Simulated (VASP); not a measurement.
MnSi:

```
Mn Si
1.0
     4.54800    0.00000    0.00000
     0.00000    4.54800    0.00000
     0.00000    0.00000    4.54800
Mn Si
4 4
Cartesian
  0.6276 0.6276 0.6276
  1.6464 3.9204 2.9016
  2.9016 1.6464 3.9204
  3.9204 2.9016 1.6464
  3.8476 3.8476 3.8476
  2.9744 0.7004 1.5736
  1.5736 2.9744 0.7004
  0.7004 1.5736 2.9744
```

Base run:

```yaml
Program: VASP 6.6.1
Functional: r2SCAN
Potentials_or_basis: VASP PAW PBE potentials, release 64 (Mn_pv, Si)
Cutoff: 600 eV
k_mesh: 8 × 8 × 8
Occupations: methfessel-paxton, width 0.1 eV
Spin: collinear spin, ferromagnetic start
Starting_moments: "[3.5, 3.5, 3.5, 3.5, 0.0, 0.0, 0.0, 0.0] μB"
```

Its results: band gap on the k mesh none (metal or under the smearing width); pressure 1.2 GPa; net moment 8.07 μB per cell; site moments Mn +2.25; Si -0.13 μB; largest force 0.178 eV/Å.

Task: The run is repeated on the same cell with these changes: functional from r2SCAN to PBE. What comes out?

Result: Band gap on the k mesh none (metal or under the smearing width); pressure -4.5 GPa; net moment 4.00 μB per cell; site moments Mn +1.07; Si -0.05 μB; largest force 0.245 eV/Å.

Caveats: the PAW data sets were made with another functional, which shifts forces and pressure a little (some runs).

Not every run made on this cell is shown here.
